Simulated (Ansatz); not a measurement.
Crystal: CuCl2.

```
CELL_PARAMETERS angstrom
-2.25486 2.25486 6.85990
2.25486 -2.25486 6.85990
2.25486 2.25486 -6.85990
ATOMIC_POSITIONS crystal
Cu 0.00000 0.00000 0.00000
Cl 0.00000 0.50000 0.50000
Cl 0.50000 0.00000 0.50000
```

Measurements of this composition are mostly on another form, of space group No. 12.

- Program: Ansatz 0.2.0
- Task: relaxation of cell and atoms
- Functional: r2SCAN
- Dispersion: D3(BJ)-ATM
- Potentials or basis: Ansatz PAW
- Cutoff: 500 eV (not typed: the program's choice for these potentials)
- k mesh: 8 × 8 × 8
- Occupations: fermi-dirac, width 0.05 eV
- Spin: no spin polarisation

At the start: volume 46.50 Å³/atom.

Q: How do energy, volume and symmetry change on relaxing?

A: It ends after 16 steps and the volume is 24.51 Å³/atom (-47.3 %); space group I4/mmm (No. 139, to 0.05 Å).

Step by step:
```tsv
step	energy change (eV)	largest force (eV/Å)	volume (Å³)
1	0.0000	0.0000	139.51
2	-0.0024	0.0000	138.32
3	-0.0040	0.0000	136.20
4	-0.0081	0.0000	131.62
5	-0.0093	0.0000	129.78
6	-0.0139	0.0000	122.65
7	-0.0233	0.0000	115.84
8	-0.0372	0.0000	109.21
9	-0.0566	0.0000	102.79
10	-0.0830	0.0000	96.29
11	-0.1174	0.0000	89.74
12	-0.1584	0.0000	83.16
13	-0.1959	0.0000	76.52
14	-0.2043	0.0000	73.78
15	-0.2045	0.0000	73.53
16	-0.2022	0.0000	73.53
```

Final structure:
```
Cu Cl
1.0
    -2.24149    2.24149    3.65851
     2.24149   -2.24149    3.65851
     2.24149    2.24149   -3.65851
Cu Cl
1 2
Direct
  0.00000 0.00000 0.00000
  0.00000 0.50000 0.50000
  0.50000 0.00000 0.50000
```

Caveat: the volume moved by over 15 % at a fixed basis, so the end points are rough; the plane-wave basis is chosen anew once the cell has moved, so the energies of steps on either side of that aren't comparable; an odd number of electrons without spin polarisation forces a metal; a magnetic or distorted state may lie lower; the run has no spin polarisation, though such a crystal can be magnetic; pairwise dispersion overbinds metals, which lowers pressure and volume; the PAW data sets come from PBE, with cores solved anew for the run's functional, which leaves a small shift of forces and pressure.
